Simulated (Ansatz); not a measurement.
Runs of Ansatz 0.2.0 on WS2. Symmetry: P4/mmm, No. 123, tetragonal system. Conventional cell: a = 2.592 Å, b = 2.592 Å, c = 9.234 Å, α = 90.00°, β = 90.00°, γ = 90.00°. W (site symmetry 4/mmm) has 2 S at 2.45 Å and 4 W at 2.59 Å as nearest neighbours. S (site symmetry 4mm) has 1 W at 2.45 Å and 4 S at 2.59 Å as nearest neighbours. The cell was built by a generator and needn't be a form met in nature.

```tsv
task	level	potentials or basis	spin	cell	k mesh	cutoff (eV)	smearing	basis error allowed	mesh quality	gap on the mesh (eV)	pressure (GPa)	relaxed volume (Å³/atom)	largest force (eV/Å)
relaxation of cell and atoms	LDA	all-electron LAPW, scalar-relativistic	off	relaxed	8 × 8 × 2	-	fermi-dirac 0.05 eV	0.002 eV/atom	coarse	-	0.0	(a)	0.01
phonons	PBE	all-electron LAPW, scalar-relativistic	off	as given	10 × 10 × 3	332	fermi-dirac 0.05 eV	0.002 eV/atom	not flagged	none	-	-	0.04
elastic constants	PBE	all-electron LAPW, scalar-relativistic	off	as given	8 × 8 × 2	332	fermi-dirac 0.05 eV	0.002 eV/atom	coarse	none	0.5	-	-
band structure	PBE	all-electron LAPW, relativistic spinors	SOC, no magnetisation	as given	8 × 8 × 2	307	fermi-dirac 0.05 eV	0.002 eV/atom	coarse	-	0.2	-	0.09
relaxation of cell and atoms	PBEsol	all-electron LAPW, scalar-relativistic	off	relaxed	8 × 8 × 2	-	fermi-dirac 0.05 eV	0.002 eV/atom	coarse	-	0.0	18.28	-
density of states	PBE	all-electron PAW datasets made for the crystal	off	as given	10 × 10 × 3	280	fermi-dirac 0.05 eV	-	not flagged	none	0.7	-	0.04
single point	PBE	all-electron LAPW, scalar-relativistic	off	as given	6 × 6 × 2	306	fermi-dirac 0.04 eV	0.002 eV/atom	coarse	none	(b)	-	0.29
electric field gradients	PBE	all-electron PAW datasets made for the crystal	off	as given	10 × 10 × 3	280	fermi-dirac 0.05 eV	-	not flagged	none	0.7	-	0.04
```

**Question.** Estimate the missing entries.

**Answer.** (a) 17.44; (b) -0.7.

Caveats: some runs use coarse meshes; this functional lacks dispersion, which binds the layers, so the pressure and a relaxed spacing across them are unreliable (some runs); the k mesh is thin for a metal, which can move the energy by tens of meV per atom (some runs); a metal's response needs a denser mesh (some runs); the volume moved by over 15 % at a fixed basis, so the end points are rough (some runs); the elastic tensor has a negative eigenvalue, so either the cell is unstable as it stands or the mesh is too thin (some runs); the program warned that the printed levels may be off, so bands, gaps and densities of states are rough (some runs).

A k mesh can miss the band edges, and rows without SOC leave out spin-orbit coupling on W.

A gap of «none» marks a metal or a gap under the smearing width.

The runs don't all hold the same shells in valence.
